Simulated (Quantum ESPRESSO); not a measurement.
TiC under changes of volume

One of the cells (10.158 Å³/atom); the others are scaled copies at fixed shape and fractional positions:

```
CELL_PARAMETERS angstrom
0.00000 2.16572 2.16572
2.16572 0.00000 2.16572
2.16572 2.16572 0.00000
ATOMIC_POSITIONS crystal
Ti 0.00000 0.00000 0.00000
C 0.50000 0.50000 0.50000
```

The cell is a database's computed one.

| Item | Value |
| --- | --- |
| Program | Quantum ESPRESSO 7.5 |
| Functional | LDA |
| Potentials or basis | PseudoDojo 0.4.1 SR LDA standard |
| Cutoff | 1143 eV |
| Density cutoff | 4572 eV |
| k mesh | 11 × 11 × 11 |
| Occupations | fermi-dirac, width 0.05 eV |
| Spin | no spin polarisation |

| volume (Å³/atom) | energy over the lowest point (meV/atom) | pressure (GPa) |
| --- | --- | --- |
| 9.548 | ? | ? |
| 9.752 | 0.00 | -1.9 |
| 9.955 | 5.88 | -7.4 |
| 10.158 | 18.32 | -12.3 |
| 10.361 | 36.65 | -16.7 |
| 10.564 | 60.30 | -20.6 |
| 10.767 | 88.73 | -24.2 |

What does the run at 9.548 Å³/atom give?

Energy over the lowest point 1.39 meV/atom; pressure 4.1 GPa.

Worked out: A Birch-Murnaghan fit of order 3 (a polynomial in V^(-2/3)) to the other rows has its minimum at 9.69 Å³/atom, just outside them, with B0 = V·E''(V) = 283 GPa and B' = 4.0. It gives 1.42 meV/atom at 9.548 Å³/atom, against the run's 1.39, and -dE/dV = 4.2 GPa, against 4.1.

Energies are extrapolated to zero smearing.
